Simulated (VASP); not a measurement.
# Ti (Im-3m) in VASP: single point with r2SCAN

Aim: the single point of Ti with r2SCAN.

Everything below comes from runs of VASP 6.6.1. Logs are shortened: lines on timing, memory, paths and dates and some standing lists are left out, and cuts for length are marked.

**1. Starting point**

Symmetry: Im-3m, No. 229, cubic system. The conventional cell has a = 3.110 Å, b = 3.110 Å, c = 3.110 Å, α = 90.00°, β = 90.00°, γ = 90.00°. Ti (site symmetry m-3m) is surrounded by 8 Ti at 2.69 Å.

The cell was built by a generator and needn't be a form met in nature.

**2. Single point, r2SCAN**

File POSCAR:

```
Ti
1.0
   -1.5548400000      1.5548400000      1.5548400000
    1.5548400000     -1.5548400000      1.5548400000
    1.5548400000      1.5548400000     -1.5548400000
Ti
1
Direct
    0.0000000000      0.0000000000      0.0000000000
```

File INCAR.step1:

```
PREC = Accurate ; ENCUT = 520
ISMEAR = -5 ; SIGMA = 0.1
LREAL = False ; LASPH = True
NELM = 80 ; LMAXMIX = 4
GGA = PE ; ALGO = Normal
EDIFF = 1E-4 ; LWAVE = True
LCHARG = False
```

File INCAR.step2:

```
PREC = Accurate ; ENCUT = 520
EDIFF = 1E-6 ; ISMEAR = -1
SIGMA = 0.1 ; LREAL = False
LASPH = True ; NELM = 80
ALGO = Normal ; ISIF = 2
LWAVE = False ; LCHARG = False
LMAXMIX = 4 ; METAGGA = R2SCAN
LMIXTAU = True ; LORBIT = 11
ISTART = 1
```

File KPOINTS:

```
Automatic mesh
0
Gamma
  15 15 15
```

Potentials or basis: VASP PAW PBE potentials, release 64 (Ti_sv).

Launch:

```bash
> cat potpaw_PBE.64/Ti_sv/POTCAR > POTCAR
> cp INCAR.step1 INCAR
> mpirun -np 1 vasp_std > vasp.out
> cp INCAR.step2 INCAR
> mpirun -np 1 vasp_std > vasp.out
```

OUTCAR:

```text
PREC = Accurate
   ENCUT = 520
   EDIFF = 1E-6
   ISMEAR = -1
   LREAL = False
   LASPH = True
   NELM = 80
   ISIF = 2
   METAGGA = R2SCAN
   LORBIT = 11
   ISTART = 1

 ion  position               nearest neighbor table
   1  0.000  0.000  0.000-

  LATTYP: Found a body centered cubic cell.
 ALAT       =     3.1096800000

  Lattice vectors:

 A1 = (  -1.5548400000,   1.5548400000,   1.5548400000)
 A2 = (   1.5548400000,  -1.5548400000,   1.5548400000)
 A3 = (   1.5548400000,   1.5548400000,  -1.5548400000)

Analysis of symmetry for initial positions (statically):
=====================================================================
 Subroutine PRICEL returns:
 Original cell was already a primitive cell.

 Routine SETGRP: Setting up the symmetry group for a
 body centered cubic supercell.

 Subroutine GETGRP returns: Found 48 space group operations
 (whereof 48 operations were pure point group operations)
 out of a pool of 48 trial point group operations.

The static configuration has the point symmetry O_h .

Analysis of symmetry for dynamics (positions and initial velocities):
=====================================================================
 Subroutine PRICEL returns:
 Original cell was already a primitive cell.

 Routine SETGRP: Setting up the symmetry group for a
 body centered cubic supercell.

 Subroutine GETGRP returns: Found 48 space group operations
 (whereof 48 operations were pure point group operations)
 out of a pool of 48 trial point group operations.

The dynamic configuration has the point symmetry O_h .

 Subroutine INISYM returns: Found 48 space group operations
 (whereof 48 operations are pure point group operations),
 and found     1 'primitive' translations

----------------------------------------------------------------------------------------

                                     Primitive cell

  volume of cell :      15.0355

  direct lattice vectors                    reciprocal lattice vectors
    -1.554840000  1.554840000  1.554840000     0.000000000  0.321576497  0.321576497
     1.554840000 -1.554840000  1.554840000     0.321576497  0.000000000  0.321576497
     1.554840000  1.554840000 -1.554840000     0.321576497  0.321576497  0.000000000

  length of vectors
     2.693061878  2.693061878  2.693061878     0.454777843  0.454777843  0.454777843

  position of ions in fractional coordinates (direct lattice)
     0.000000000  0.000000000  0.000000000

  ion indices of the primitive-cell ions
   primitive index   ion index
                 1           1

----------------------------------------------------------------------------------------

 KPOINTS: Automatic mesh

Automatic generation of k-mesh.
 Grid dimensions read from file:
 generate k-points for:   15   15   15

 Generating k-lattice:

  Cartesian coordinates                     Fractional coordinates (reciprocal lattice)
     0.000000000  0.021438433  0.021438433     0.066666667  0.000000000  0.000000000
     0.021438433  0.000000000  0.021438433     0.000000000  0.066666667  0.000000000
     0.021438433  0.021438433  0.000000000     0.000000000  0.000000000  0.066666667

  Length of vectors
     0.030318523  0.030318523  0.030318523

  Shift w.r.t. Gamma in fractional coordinates (k-lattice)
     0.000000000  0.000000000  0.000000000

 Subroutine IBZKPT returns following result:
 ===========================================

 Found    120 irreducible k-points:

 Following reciprocal coordinates:
            Coordinates               Weight
  0.000000  0.000000  0.000000      1.000000
  0.066667  0.000000  0.000000     12.000000
  0.133333  0.000000  0.000000     12.000000
  0.200000  0.000000  0.000000     12.000000
  0.266667  0.000000  0.000000     12.000000
  0.333333  0.000000  0.000000     12.000000
[... 16 lines left out ...]
  0.333333  0.200000  0.000000     48.000000
  0.400000  0.200000  0.000000     24.000000
 [... further k-points ...]
   k-points           NKPTS =    120   k-points in BZ     NKDIM =    120   number of bands    NBANDS=     10
   number of dos      NEDOS =    301   number of ions     NIONS =      1
   total plane-waves  NPLWV =   8000
   dimension x,y,z NGX =    20 NGY =   20 NGZ =   20
   dimension x,y,z NGXF=    40 NGYF=   40 NGZF=   40
   ions per type =               1
   NGX,Y,Z   is equivalent  to a cutoff of  12.35, 12.35, 12.35 a.u.
   NGXF,Y,Z  is equivalent  to a cutoff of  24.69, 24.69, 24.69 a.u.
 SYSTEM =  unknown system
   PREC   = accura    normal or accurate (medium, high low for compatibility)
   ISTART =      1    job   : 0-new  1-cont  2-samecut
   ICHARG =      0    charge: 1-file 2-atom 10-const
   ISPIN  =      1    spin polarized calculation?
   LNONCOLLINEAR =      F non collinear calculations
   LSORBIT =      F    spin-orbit coupling
   LASPH  =      T    aspherical Exc in radial PAW
   ENCUT  =  520.0 eV  38.22 Ry    6.18 a.u.   5.01  5.01  5.01*2*pi/ulx,y,z
   NELM   =     80;   NELMIN=  2; NELMDL=  0     # of ELM steps
   EDIFF  = 0.1E-05   stopping-criterion for ELM
   LREAL  =      F    real-space projection
[... 7 lines left out ...]
   TEBEG  =    0.0;   TEEND  =   0.0 temperature during run
   PSTRESS=    0.0 pullay stress
   NELECT =      12.0000    total number of electrons
   NUPDOWN=      -1.0000    fix difference up-down
   EMIN   =  10.00;   EMAX   =-10.00  energy-range for DOS
   EFERMI =   0.00;   METHOD = LEGACY
   ISMEAR =    -1;   SIGMA  =   0.10  broadening in eV -4-tet -1-fermi 0-gaus
   EFERMI_NEDOS =   21; number of points for ismear=-14 and -15
   IALGO  =     38    algorithm
   IMIX   =      4    mixing-type and parameters
     AMIX     =   0.40;   BMIX     =  1.00
     AMIX_MAG =   1.60;   BMIX_MAG =  1.00
  volume/ion in A,a.u.               =      15.04       101.46
  Fermi-wavevector in a.u.,A,eV,Ry     =   1.518552  2.869646 31.375019  2.305999
  Thomas-Fermi vector in A             =   2.627657
   LORBIT       =     11    0 simple, 1 ext, 2 COOP (PROOUT), +10 PAW based schemes
   METAGGA = R2SCAN    functional components
   LHFCALC =     F    Hartree Fock is set to
   AEXX    =    0.0000 exact exchange contribution
   IVDW    =     0    specifies the selected vdW correction
   LEPSILON=     F    determine dielectric tensor
   LRPA    =     F    only Hartree local field effects (RPA)
 non-spin polarized calculation
  energy-cutoff  :      520.00
  volume of cell :       15.04
 maximum number of plane-waves:       420
   NGX =  9   NGY =  9   NGZ =  9

 number of electron      11.9999995 magnetization

 Free energy of the ion-electron system (eV)
  ---------------------------------------------------
  ext. energy  EPLUGINS =         0.00000000
  ---------------------------------------------------
  free energy    TOTEN  =       -12.72199403 eV

  energy without entropy =      -12.66127849  energy(sigma->0) =      -12.69163626

 E-fermi :   9.7264     XC(G=0): -13.1610

 val. band max:        9.7220648249   @ k =  -0.3333  -0.4667   0.0667
 cond. band min:       9.7567080388   @ k =  -0.3333   0.3333   0.0667
 fundamental gap:      0.0346432139
 Fermi energy:         9.7264316235

 k-point     1 :       0.0000    0.0000    0.0000
  band No.  band energies     occupation
      1     -48.8833      2.00000
      2     -23.4747      2.00000
      3     -23.4747      2.00000
      4     -23.4747      2.00000
      5       3.1404      2.00000
      6      11.0067      0.00001
      7      11.0067      0.00001
      8      11.0068      0.00001
      9      13.1265      0.00000
     10      13.1265      0.00000

 k-point     2 :       0.0667    0.0000    0.0000
  band No.  band energies     occupation
      1     -48.8730      2.00000
      2     -23.5249      2.00000
      3     -23.4893      2.00000
      4     -23.4752      2.00000
      5       3.3214      2.00000
      6      10.9148      0.00001
      7      10.9775      0.00001
      8      11.1440      0.00000
      9      13.0161      0.00000
     10      13.1311      0.00000

 k-point     3 :       0.1333    0.0000    0.0000
  band No.  band energies     occupation
      1     -48.8437      2.00000
      2     -23.6654      2.00000
      3     -23.5303      2.00000
      4     -23.4767      2.00000
      5       3.8418      2.00000
      6      10.6642      0.00017
      7      10.8390      0.00003
      8      11.5442      0.00000
      9      12.8057      0.00000
     10      13.1510      0.00000

 k-point     4 :       0.2000    0.0000    0.0000
  band No.  band energies     occupation
      1     -48.8003      2.00000
      2     -23.8686      2.00000
      3     -23.5902      2.00000
      4     -23.4790      2.00000
      5       4.6281      2.00000
      6      10.3167      0.00545
      7      10.5307      0.00064
      8      12.1716      0.00000
      9      12.7222      0.00000
     10      13.1994      0.00000
[... 222 lines left out ...]
 k-point    22 :       0.2667    0.2000   -0.0000
  band No.  band energies     occupation
      1     -48.6540      2.00000
      2     -24.3624      2.00000
      3     -23.8616      2.00000
      4     -23.5749      2.00000
      5       7.4366      2.00000
      6       9.1284      1.99495
      7       9.7631      0.81860
      8      12.8360      0.00000
      9      13.6930      0.00000
     10      15.4606      0.00000

 k-point    23 :       0.3333    0.2000    0.0000
  band No.  band energies     occupation
      1     -48.6295      2.00000
      2     -24.4181      2.00000
      3     -23.9387      2.00000
      4     -23.5822      2.00000
      5       7.6726      2.00000
      6       9.1571      1.99329
      7       9.8167      0.57709
      8      13.0269      0.00000
      9      13.7535      0.00000
     10      16.4252      0.00000

 k-point    24 :       0.4000    0.2000    0.0000
  band No.  band energies     occupation
      1     -48.6208      2.00000
      2     -24.4360      2.00000
      3     -23.9679      2.00000
      4     -23.5845      2.00000
      5       7.6937      2.00000
      6       9.1979      1.98992
      7       9.8852      0.33942
      8      13.0955      0.00000
      9      13.7994      0.00000
     10      16.9161      0.00000

 [... further k-points ...]

------------------------ aborting loop because EDIFF is reached ----------------------------------------

  FORCE on cell =-STRESS in cart. coord.  units (eV):
  Direction    XX          YY          ZZ          XY          YZ          ZX
  --------------------------------------------------------------------------------------
  -------------------------------------------------------------------------------------
  Total        1.8295609      1.8295609      1.8295609      0.0000000     -0.0000000      0.0000000
  in kB      194.9576748    194.9576748    194.9576748      0.0000000     -0.0000000      0.0000000
  external PRESSURE =     194.9576748 kB  Pullay stress =       0.0000000 kB

 VOLUME and BASIS-vectors are now :
 -----------------------------------------------------------------------------
  energy-cutoff  :      520.00
  volume of cell :       15.04
      direct lattice vectors                 reciprocal lattice vectors
    -1.554840000  1.554840000  1.554840000     0.000000000  0.321576497  0.321576497
     1.554840000 -1.554840000  1.554840000     0.321576497  0.000000000  0.321576497
     1.554840000  1.554840000 -1.554840000     0.321576497  0.321576497  0.000000000

 POSITION                                       TOTAL-FORCE (eV/Angst)
 -----------------------------------------------------------------------------------
      0.00000      0.00000      0.00000        -0.000000      0.000000     -0.000000
 -----------------------------------------------------------------------------------
    total drift:                                0.000000     -0.000000      0.000000

  FREE ENERGIE OF THE ION-ELECTRON SYSTEM (eV)
  ---------------------------------------------------
  free  energy   TOTEN  =       -12.7219940297 eV

  energy  without entropy=      -12.6612784918  energy(sigma->0) =      -12.69163626

 total charge

# of ion       s       p       d       tot
------------------------------------------
    1        2.272   6.153   2.001  10.427
```

Wall time 30 s (1 thread of Intel Xeon 6975P-C (Granite Rapids), shared host); peak memory 0.14 GiB.

Results:

- Free energy: -12.7220 eV
- Pressure: 19.5 GPa
- Band gap on the k mesh: none (metal or under the smearing width)
- Valence electrons inside the program's atomic spheres: Ti 10.43

Levels at points of the mesh, in eV from the Fermi level:
```tsv
k point	band 3	band 4	band 5	band 6	band 7	band 8	band 9	band 10
(0.00, 0.00, 0.00)	-33.20	-33.20	-6.59	1.28	1.28	1.28	3.40	3.40
```

Caveat: so large a pressure means that the cell lies far from this level's equilibrium, or that cutoff or potentials fall short; the potentials were made for another functional, which shifts forces and pressure.
